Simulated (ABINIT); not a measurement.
# Pd (Fm-3m) in ABINIT: phonon dispersion with LDA

Aim: the phonon dispersion of Pd with LDA.

All numbers are computed with ABINIT 10.8.3 (patched build); they aren't measurements. Logs are shortened: lines on timing, memory, paths and dates and some standing lists are left out, and cuts for length are marked. The log counts tension as positive stress, the text compression.

**1. The undisturbed crystal**

It takes space group Fm-3m (No. 225, cubic). Conventional cell: a = 3.893 Å, b = 3.893 Å, c = 3.893 Å, α = 90.00°, β = 90.00°, γ = 90.00°. Pd (site symmetry m-3m) has 12 Pd at 2.75 Å as nearest neighbours.

**2. Phonon dispersion, LDA (cell relaxed at zero pressure by an earlier run)**

Input file run.abi:

```
ndtset 4

pp_dirpath "./"
pseudos "Pd.hgh"

acell 5.1790947939 5.1790947939 5.1790947939
rprim
     0.0000000000     0.7071067812     0.7071067812
     0.7071067812     0.0000000000     0.7071067812
     0.7071067812     0.7071067812     0.0000000000
ntypat 1
znucl 46
natom 1
typat 1
chkprim 0
chksymtnons 0
tolsym 1.0e-6
xred
            0.0            0.0            0.0

ecut 1034.032677 eV
ecutsm 0.5

ngkpt 12 12 12
nshiftk 1
shiftk 0.0 0.0 0.0

ixc 7

nband 13
occopt 4
tsmear 0.00499791

nstep 80

prteig 0
prtebands 0
prtwf 0
prtden 0
prtpot 0

kptopt1 1
tolvrs1 1.0e-15
prtwf1 1
tolwfr1 1.0e-14
nbdbuf1 4
nline1 6

rfphon2 1
rfatpol2 1 1
rfdir2 1 1 1
getwfk2 1
kptopt2 2
nqpt2 1
qpt2 0.0 0.0 0.0
tolvrs2 1.0e-9

rfphon3 1
rfatpol3 1 1
rfdir3 1 1 1
getwfk3 1
kptopt3 3
nqpt3 1
qpt3 1/2 0.0 0.0
tolvrs3 1.0e-9

rfphon4 1
rfatpol4 1 1
rfdir4 1 1 1
getwfk4 1
kptopt4 3
nqpt4 1
qpt4 1/2 1/2 0.0
tolvrs4 1.0e-9
```

Input file mrgddb.in:

```
merged_DDB
Pd
4
runo_DS1_DDB
runo_DS2_DDB
runo_DS3_DDB
runo_DS4_DDB
```

Input file anaddb.abi:

```
ddb_filepath "merged_DDB"
output_file "anaddb.abo"
outdata_prefix "ana"
asr 1
chneut 0
dipdip 0
dieflag 0
enunit 0
ifcflag 1
brav 1
ngqpt 2 2 2
nqshft 1
q1shft 0.0 0.0 0.0
nqpath 10
ndivsm 6
qpath
     0.0000000000     0.0000000000     0.0000000000
     0.5000000000     0.0000000000     0.5000000000
     0.5000000000     0.2500000000     0.7500000000
     0.3750000000     0.3750000000     0.7500000000
     0.0000000000     0.0000000000     0.0000000000
     0.5000000000     0.5000000000     0.5000000000
     0.6250000000     0.2500000000     0.6250000000
     0.5000000000     0.2500000000     0.7500000000
     0.5000000000     0.5000000000     0.5000000000
     0.3750000000     0.3750000000     0.7500000000
prtdos 2
ng2qpt 20 20 20
dosdeltae 2.0e-5
```

Potentials or basis: HGH LDA.

Started as:

```bash
$ mpirun --bind-to none -np 4 abinit run.abi > log 2>&1
$ mrgddb < mrgddb.in > mrgddb.log 2>&1
$ anaddb anaddb.abi > anaddb.log 2>&1
```

run.abo:

```text
.Version 10.8.3 of ABINIT
 DATASET    1 : space group Fm -3 m (#225); Bravais cF (face-center cubic)
================================================================================
 Values of the parameters that define the memory need for DATASET  1.
     intxc =       0    ionmov =       0      iscf =       7    lmnmax =       6
     lnmax =       6     mgfft =      30  mpssoang =       3    mqgrid =    3001
     natom =       1  nloc_mem =       1    nspden =       1   nspinor =       1
    nsppol =       1      nsym =      48    n1xccc =       0    ntypat =       1
    occopt =       4   xclevel =       1
       mpw =        1124          nfft =       27000          nkpt =          72
================================================================================
================================================================================

 DATASET    2 : space group Fm -3 m (#225); Bravais cF (face-center cubic)
================================================================================
 Values of the parameters that define the memory need for DATASET  2 (RF).
     intxc =       0      iscf =       7    lmnmax =       6     lnmax =       6
     mgfft =      30  mpssoang =       3    mqgrid =    3001     natom =       1
  nloc_mem =       1    nspden =       1   nspinor =       1    nsppol =       1
      nsym =      48    n1xccc =       0    ntypat =       1    occopt =       4
   xclevel =       1
      nfft =       27000          nkpt =         868
================================================================================
================================================================================
[... 13 lines left out ...]
 DATASET    4 : space group Fm -3 m (#225); Bravais cF (face-center cubic)
================================================================================
 Values of the parameters that define the memory need for DATASET  4 (RF).
     intxc =       0      iscf =       7    lmnmax =       6     lnmax =       6
     mgfft =      30  mpssoang =       3    mqgrid =    3001     natom =       1
  nloc_mem =       1    nspden =       1   nspinor =       1    nsppol =       1
      nsym =      48    n1xccc =       0    ntypat =       1    occopt =       4
   xclevel =       1
      nfft =       27000          nkpt =        1728
================================================================================
================================================================================

--------------------------------------------------------------------------------
------------- Echo of variables that govern the present computation ------------
--------------------------------------------------------------------------------
 -outvars: echo values of preprocessed input variables --------
            acell      5.1790947939E+00  5.1790947939E+00  5.1790947939E+00 Bohr
              amu      1.06420000E+02
          chkprim           0
      chksymtnons           0
             ecut      3.80000000E+01 Hartree
           ecutsm      5.00000000E-01 Hartree
           getwfk1          0
           getwfk2          1
           getwfk3          1
           getwfk4          1
                       outvar_i_n : Printing only first  50 k-points.
              ixc           7
           jdtset        1    2    3    4
                       outvar_i_n : Printing only first  50 k-points.
           kptopt1          1
           kptopt2          2
           kptopt3          3
           kptopt4          3
         kptrlatt       12    0    0      0   12    0      0    0   12
          kptrlen      6.21491375E+01
            natom           1
            nband1         13
            nband2         13
            nband3         13
            nband4         13
           nbdbuf1          4
           nbdbuf2          2
           nbdbuf3          2
           nbdbuf4          2
           ndtset           4
            ngfft          30      30      30
             nkpt1         72
             nkpt2        868
             nkpt3       1728
             nkpt4       1728
            nline1          6
            nline2          4
            nline3          4
            nline4          4
             nqpt1          0
             nqpt2          1
             nqpt3          1
             nqpt4          1
            nstep          80
             nsym          48
           ntypat           1
                       prtocc : prtvol=0, do not print more k-points.
[... 122 lines left out ...]
lattice_vectors:
- [  0.0000000,   3.6621730,   3.6621730, ]
- [  3.6621730,   0.0000000,   3.6621730, ]
- [  3.6621730,   3.6621730,   0.0000000, ]
lattice_lengths: [   5.17909,    5.17909,    5.17909, ]
lattice_angles: [ 60.000,  60.000,  60.000, ] # degrees, (23, 13, 12)
lattice_volume:   9.8230552E+01
convergence: {deltae:  3.375E-13, res2:  1.341E-16, residm:  6.491E-15, diffor: null, }
etotal    :  -2.89653029E+01
entropy   :   0.00000000E+00
fermie    :   1.24560628E-01
cartesian_stress_tensor: # hartree/bohr^3
- [ -2.45151853E-06,   0.00000000E+00,   0.00000000E+00, ]
- [  0.00000000E+00,  -2.45151853E-06,   0.00000000E+00, ]
- [  0.00000000E+00,   0.00000000E+00,  -2.45151853E-06, ]
pressure_GPa:   7.2126E-02
xred      :
- [  0.0000E+00,   0.0000E+00,   0.0000E+00, Pd]
cartesian_forces: # hartree/bohr
- [ -0.00000000E+00,  -0.00000000E+00,  -0.00000000E+00, ]
force_length_stats: {min:   0.00000000E+00, max:   0.00000000E+00, mean:   0.00000000E+00, }
...

 Integrated electronic density in atomic spheres:
 ------------------------------------------------
 Atom  Sphere_radius  Integrated_density
    1        2.00000          7.38862432
================================================================================

 ----iterations are completed or convergence reached----

 Mean square residual over all n,k,spin=   10.735E-16; max=  64.913E-16
 reduced coordinates (array xred) for    1 atoms
       0.000000000000      0.000000000000      0.000000000000
 rms dE/dt=  0.0000E+00; max dE/dt=  0.0000E+00; dE/dt below (all hartree)
    1       0.000000000000      0.000000000000      0.000000000000

 cartesian coordinates (angstrom) at end:
    1      0.00000000000000     0.00000000000000     0.00000000000000

 cartesian forces (hartree/bohr) at end:
    1     -0.00000000000000    -0.00000000000000    -0.00000000000000
 frms,max,avg= 0.0000000E+00 0.0000000E+00   0.000E+00  0.000E+00  0.000E+00 h/b

 cartesian forces (eV/Angstrom) at end:
    1     -0.00000000000000    -0.00000000000000    -0.00000000000000
 frms,max,avg= 0.0000000E+00 0.0000000E+00   0.000E+00  0.000E+00  0.000E+00 e/A
 length scales=  5.179094793900  5.179094793900  5.179094793900 bohr
              =  2.740658936179  2.740658936179  2.740658936179 angstroms
 Fermi (or HOMO) energy (hartree) =   0.12456   Average Vxc (hartree)=  -0.47070
 Eigenvalues (hartree) for nkpt=  72  k points:
 kpt#   1, nband= 13, wtk=  0.00058, kpt=  0.0000  0.0000  0.0000 (reduced coord)
  -0.14108    0.01701    0.01701    0.01701    0.07708    0.07708    0.82532    0.98083
   0.98083    0.98083    1.14765    1.33851    1.33851
      occupation numbers for kpt#   1
   2.00000    2.00000    2.00000    2.00000    2.00000    2.00000    0.00000    0.00000
   0.00000    0.00000    0.00000    0.00000    0.00000
 prteigrs : prtvol=0 or 1, do not print more k-points.

--- !EnergyTerms
iteration_state     : {dtset: 1, }
comment             : Components of total free energy in Hartree
kinetic             :  2.56536589243058E+01
hartree             :  3.48220063662235E+00
xc                  : -4.88100617690720E+00
Ewald energy        : -3.12987808908969E+01
psp_core            :  4.04045597665391E+00
local_psp           : -9.84437739303614E+00
non_local_psp       : -1.61174575976559E+01
internal            : -2.89653065209140E+01
'-kT*entropy'       :  3.66849939933790E-06
total_energy        : -2.89653028524146E+01
total_energy_eV     : -7.88186043648870E+02
band_energy         :  2.64237663926946E-01
...

 Cartesian components of stress tensor (hartree/bohr^3)
  sigma(1 1)= -2.45151853E-06  sigma(3 2)=  0.00000000E+00
  sigma(2 2)= -2.45151853E-06  sigma(3 1)=  0.00000000E+00
  sigma(3 3)= -2.45151853E-06  sigma(2 1)=  0.00000000E+00

-Cartesian components of stress tensor (GPa)         [Pressure=  7.2126E-02 GPa]
- sigma(1 1)= -7.21261653E-02  sigma(3 2)=  0.00000000E+00
- sigma(2 2)= -7.21261653E-02  sigma(3 1)=  0.00000000E+00
- sigma(3 3)= -7.21261653E-02  sigma(2 1)=  0.00000000E+00

================================================================================
== DATASET  2 ==================================================================
[... 190 lines left out ...]
--------------------------------------------------------------------------------
 Perturbation wavevector (in red.coord.)   0.500000  0.000000  0.000000
 Perturbation : displacement of atom   1   along direction   2
 The set of symmetries contains only one element for this perturbation.
 symkpt : not enough symmetry to change the number of k points.

--------------------------------------------------------------------------------

--------------------------------------------------------------------------------

 dfpt_looppert : total number of electrons, from k and k+q
  fully or partially occupied states are    1.000000E+01 and    1.000000E+01.
 Initialisation of the first-order wave-functions :
  ireadwf=   0
[... 166 lines left out ...]
  Phonon wavevector (reduced coordinates) :  0.50000  0.50000  0.00000
 Phonon energies in Hartree :
   7.654049E-04  7.654049E-04  1.074900E-03
 Phonon frequencies in cm-1    :
   1.679869E+02  1.679869E+02  2.359133E+02

== END DATASET(S) ==============================================================
================================================================================

 -outvars: echo values of variables after computation  --------
            acell      5.1790947939E+00  5.1790947939E+00  5.1790947939E+00 Bohr
           etotal1    -2.8965302852E+01
           etotal2    -1.0589094254E-03
           etotal3     1.4621166342E+00
           etotal4     4.5302641159E+00
            fcart1    -0.0000000000E+00 -0.0000000000E+00 -0.0000000000E+00
            fcart2     0.0000000000E+00  0.0000000000E+00  0.0000000000E+00
            fcart3     0.0000000000E+00  0.0000000000E+00  0.0000000000E+00
            fcart4     0.0000000000E+00  0.0000000000E+00  0.0000000000E+00
            rprim      0.0000000000E+00  7.0710678120E-01  7.0710678120E-01
                       7.0710678120E-01  0.0000000000E+00  7.0710678120E-01
                       7.0710678120E-01  7.0710678120E-01  0.0000000000E+00
           strten1    -2.4515185295E-06 -2.4515185295E-06 -2.4515185295E-06
                       0.0000000000E+00  0.0000000000E+00  0.0000000000E+00
           strten2     0.0000000000E+00  0.0000000000E+00  0.0000000000E+00
                       0.0000000000E+00  0.0000000000E+00  0.0000000000E+00
           strten3     0.0000000000E+00  0.0000000000E+00  0.0000000000E+00
                       0.0000000000E+00  0.0000000000E+00  0.0000000000E+00
           strten4     0.0000000000E+00  0.0000000000E+00  0.0000000000E+00
                       0.0000000000E+00  0.0000000000E+00  0.0000000000E+00
 Calculation completed.
```

Wall time 6.3 min (4 MPI ranks of Arm Neoverse V1, shared host); peak memory 1.5 GiB.

Results:

- Free energy: -788.1860 eV
- Pressure: 0.1 GPa
- Band gap on the k mesh: none (metal or under the smearing width)
- Highest phonon frequency: 240 cm⁻¹

Phonon frequencies in cm⁻¹ (negative: imaginary):
```
              q point  frequencies
(0.000, 0.000, 0.000)        0 0 0
(0.500, 0.000, 0.000)  116 116 240
(0.500, 0.500, 0.000)  168 168 236
```

Phonon frequencies at the corners of the path (cm⁻¹, interpolated; i marks imaginary ones):
```
point  frequencies
    Γ        0 0 0
    X  168 168 236
    W  168 205 205
    K  154 196 218
    L  116 116 240
    U  154 196 218
```

Phonon states per cell in windows of 20 cm⁻¹ (negative: imaginary):
| from (cm⁻¹) | total |
| --- | --- |
| 0 | 0.00 |
| 20 | 0.01 |
| 40 | 0.03 |
| 60 | 0.08 |
| 80 | 0.12 |
| 100 | 0.32 |
| 120 | 0.41 |
| 140 | 0.56 |
| 160 | 0.34 |
| 180 | 0.34 |
| 200 | 0.34 |
| 220 | 0.43 |

Caveat: the q mesh is small, so phonon branches between its points and thermal values are rough; HGH potentials are hard and often keep d shells in the core, so these values are rough.
